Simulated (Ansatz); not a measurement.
## Bi in Ansatz: the effect of target pressure

Crystal: Bi.

```
CELL_PARAMETERS angstrom
3.23838 0.00000 0.00000
0.00000 3.22164 0.00000
-0.08045 0.00000 6.44389
ATOMIC_POSITIONS crystal
Bi 0.54425 0.00000 0.74958
Bi 0.45575 0.00000 0.25042
```

This isn't the form of Bi at room conditions, which is rhombohedral.

Alike in all runs:

| Quantity | Value |
| --- | --- |
| Program | Ansatz 0.2.0 |
| Task | relaxation of cell and atoms |
| Functional | PBEsol |
| Potentials or basis | Ansatz PAW |
| Cutoff | 420 eV (not typed: the program's choice for these potentials) |
| k mesh | 8 × 8 × 4 |
| Occupations | fermi-dirac, width 0.05 eV |
| Spin | no spin polarisation |

Each run relaxes the cell or the atoms first.

```tsv
target pressure	relaxed volume (Å³/atom)
0 GPa	33.23
2 GPa	31.28
5 GPa	29.85
10 GPa	28.03
20 GPa	?
30 GPa	24.19
```

Task: What does the run with target pressure 20 GPa give?

Result: Relaxed volume 25.77 Å³/atom.

Worked out: A parabola through the other rows of the relaxed volume, of slope -0.179 Å³/atom per GPa there, gives 24.91 Å³/atom, against the run's 25.77.

Caveats: the plane-wave basis is chosen anew once the cell has moved, so the energies of steps on either side of that aren't comparable; the PAW data sets come from PBE, with cores solved anew for the run's functional, which leaves a small shift of forces and pressure; the volume moved by over 15 % at a fixed basis, so the end points are rough (some runs).
